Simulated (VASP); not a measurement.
Runs of VASP 6.6.1 on Rh. The cell holds a slab with vacuum, 4 atoms: a = 2.719 Å, b = 2.719 Å, c = 27.826 Å, α = 90.00°, β = 90.00°, γ = 120.00°. The cell was built by a generator and needn't be a form met in nature.

```tsv
level	k mesh	dipole correction	mesh quality	gap on the mesh (eV)	largest force (eV/Å)	work function (eV)
PBE	14 × 14 × 1	no	not flagged	none	0.01	-
PBE+D3(BJ)	14 × 14 × 1	yes	not flagged	none	0.18	5.15
PBE	4 × 4 × 1	yes	coarse	none	0.20	(b)
PBE	21 × 21 × 1	yes	not flagged	none	0.18	(a)
```

Alike in all rows: task work function; potentials or basis VASP PAW PBE potentials, release 64 (Rh_pv); no spin polarisation; cell as given; cutoff (eV) 520; smearing methfessel-paxton 0.1 eV.

Fill in the values left out.

(a) 5.11; (b) 4.81.

Caveats: some runs use coarse meshes.

A k mesh can miss the band edges, and the runs leave out spin-orbit coupling on Rh.

A gap of «none» marks a metal or a gap under the smearing width.

Not every run made on this cell is shown here.
